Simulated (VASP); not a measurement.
# SiO₂: convergence, band structure

SiO₂, P4_12_12 (no. 92), 12 atoms in the cell. AM05; PAW potentials Si, O (PBE set). VASP 6.6.1.

Wanted: band energies at the path's corners within 0.02 eV; smallest gap over path and mesh within 0.01 eV.

What the run is for: bands; Accuracy asked: standard; Route: fixed density (ICHARG 11).

Band energies at the path's corners: counted from the valence top.

POSCAR:
```
SiO2
1.0
    4.9820000000      0.0000000000      0.0000000000
    0.0000000000      4.9820000000      0.0000000000
    0.0000000000      0.0000000000      6.9630000000
Si O
4 8
Direct
    0.7989700000      0.2010300000      0.7500000000
    0.7010300000      0.7010300000      0.5000000000
    0.2010300000      0.7989700000      0.2500000000
    0.2989700000      0.2989700000      0.0000000000
    0.1034700000      0.2398900000      0.8218700000
    0.2601100000      0.6034700000      0.0718700000
    0.8965300000      0.7601100000      0.3218700000
    0.7398900000      0.3965300000      0.5718700000
    0.6034700000      0.2601100000      0.9281300000
    0.7601100000      0.8965300000      0.6781300000
    0.3965300000      0.7398900000      0.4281300000
    0.2398900000      0.1034700000      0.1781300000
```

The series start from Plane-wave cutoff (eV): 460; k-point mesh: 4 × 4 × 3; k points a path segment: 12; Electronic threshold (eV): 1e-6; Precision mode (PREC): Accurate; Bands in all (NBANDS): 54; Aspherical gradient terms in the spheres (LASPH): yes. Each series keeps the choices made before it, and each single choice may use up half of a tolerance. Times cover all steps of a run.

## Plane-wave cutoff (eV)

| Plane-wave cutoff (eV) | Band energies at the path's corners, largest deviation (eV) | Smallest gap over path and mesh (eV) | Time (s) |
|---|---|---|---|
| 320 | 0.041 | 5.899 | 140 |
| 400 | 0.009 | 5.906 | 159 |
| 460 | 0.003 | 5.901 | 185 |
| 520 | 0.004 | 5.900 | 293 |
| 640 (reference) | 0.000 | 5.902 | 394 |

Chosen: 400, the loosest value from which every tighter one stays within half of the tolerance.

## k-point mesh

| k-point mesh | Band energies at the path's corners, largest deviation (eV) | Smallest gap over path and mesh (eV) | Time (s) |
|---|---|---|---|
| 2 × 2 × 1 | 0.002 | 5.907 | 118 |
| 2 × 2 × 2 | 0.001 | 5.905 | 123 |
| 3 × 3 × 2 | 0.000 | 5.906 | 160 |
| 4 × 4 × 3 | 0.000 | 5.906 | 159 |
| 5 × 5 × 4 | 0.000 | 5.906 | 222 |
| 6 × 6 × 4 (reference) | 0.000 | 5.906 | 250 |

Chosen: 2 × 2 × 1.

## Electronic threshold (eV)

| Electronic threshold (eV) | Band energies at the path's corners, largest deviation (eV) | Smallest gap over path and mesh (eV) | Time (s) |
|---|---|---|---|
| 0.001 | 0.001 | 5.905 | 57 |
| 0.0001 | 0.000 | 5.904 | 65 |
| 1e-5 | 0.000 | 5.906 | 56 |
| 1e-6 | 0.000 | 5.907 | 77 |
| 1e-7 (reference) | 0.000 | 5.907 | 76 |

Chosen: 0.001.

## Precision mode (PREC)

| Precision mode (PREC) | Band energies at the path's corners, largest deviation (eV) | Smallest gap over path and mesh (eV) | Time (s) |
|---|---|---|---|
| SingleN | 0.024 | 5.917 | 39 |
| Normal | 0.003 | 5.907 | 52 |
| Accurate (reference) | 0.000 | 5.905 | 57 |

Chosen: Normal.

## Bands in all (NBANDS)

| Bands in all (NBANDS) | Band energies at the path's corners, largest deviation (eV) | Smallest gap over path and mesh (eV) | Time (s) |
|---|---|---|---|
| 34 | 0.132 | 5.906 | 37 |
| 35 | 0.026 | 5.907 | 35 |
| 36 | 0.026 | 5.907 | 31 |
| 38 | 0.004 | 5.907 | 35 |
| 54 | 0.000 | 5.907 | 52 |
| 64 (reference) | 0.000 | 5.906 | 56 |

Chosen: 38.

## Aspherical gradient terms in the spheres (LASPH)

| Aspherical gradient terms in the spheres (LASPH) | Band energies at the path's corners, largest deviation (eV) | Smallest gap over path and mesh (eV) | Time (s) |
|---|---|---|---|
| yes | 0.000 | 5.907 | 35 |
| no | 0.004 | 5.904 | 35 |

Chosen: yes; no other choice that stays within half of the tolerance saves 30 % of the time.

Also changed on the way, by series that aren't shown: k points a path segment: 5.

## All choices together

| Input | Band energies at the path's corners, largest deviation (eV) | Smallest gap over path and mesh (eV) | Time (s) |
|---|---|---|---|
| the program's defaults (naive) | 0.037 | 5.906 | 67 |
| chosen settings | 0.014 | 5.907 | 35 |
| reference settings throughout | 0.000 | 5.902 | 1466 |

The tolerance is met.

## The input

INCAR.step1:
```
SYSTEM = SiO2
GGA = AM
ISMEAR = 0
SIGMA = 0.03
LWAVE = .FALSE.
LCHARG = .TRUE.
NBANDS = 38
PREC = Normal
LASPH = .TRUE.
LREAL = .FALSE.
ALGO = Normal
EDIFF = 0.001
NELM = 120
GGA_COMPAT = .FALSE.
ENCUT = 400
EFERMI = MIDGAP
```

INCAR.step2, as INCAR.step1 but for:
```
- LCHARG = .TRUE.
+ LCHARG = .FALSE.
+ ICHARG = 11
```

KPOINTS.step1:
```
Automatic mesh
0
Gamma
  2 2 1
  0 0 0
```

KPOINTS.step2:
```
path GXMGZRAZ,XR,MA
5
line-mode
reciprocal
 0.0000000000  0.0000000000  0.0000000000  G
 0.0000000000  0.5000000000  0.0000000000  X

 0.0000000000  0.5000000000  0.0000000000  X
 0.5000000000  0.5000000000  0.0000000000  M

 0.5000000000  0.5000000000  0.0000000000  M
 0.0000000000  0.0000000000  0.0000000000  G

 0.0000000000  0.0000000000  0.0000000000  G
 0.0000000000  0.0000000000  0.5000000000  Z

 0.0000000000  0.0000000000  0.5000000000  Z
 0.0000000000  0.5000000000  0.5000000000  R

 0.0000000000  0.5000000000  0.5000000000  R
 0.5000000000  0.5000000000  0.5000000000  A

 0.5000000000  0.5000000000  0.5000000000  A
 0.0000000000  0.0000000000  0.5000000000  Z

 0.0000000000  0.5000000000  0.0000000000  X
 0.0000000000  0.5000000000  0.5000000000  R

 0.5000000000  0.5000000000  0.0000000000  M
 0.5000000000  0.5000000000  0.5000000000  A
```

Commands (each step's output is kept before the next begins):
```
cat potpaw_PBE.64/Si/POTCAR potpaw_PBE.64/O/POTCAR > POTCAR
cp INCAR.step1 INCAR
cp KPOINTS.step1 KPOINTS
mpirun -np 2 vasp_std > vasp.out
cp INCAR.step2 INCAR
cp KPOINTS.step2 KPOINTS
mpirun -np 2 vasp_std > vasp.out
```

Limits: AM05 gaps are mostly well below measured ones.

The chosen input took VASP 6.6.1 35 s on 2 cores (Intel Xeon Platinum 8559C (Emerald Rapids)), a shared host.

## An input that fails: fixed density asked without a density file

VASP's message: ERROR: charge density could not be read from file CHGCAR for ICHARG>10.

Changes against the starting input:
```
- LCHARG = True
- NELM = 120
+ LCHARG = False
+ NELM = 67
+ ICHARG = 11
```
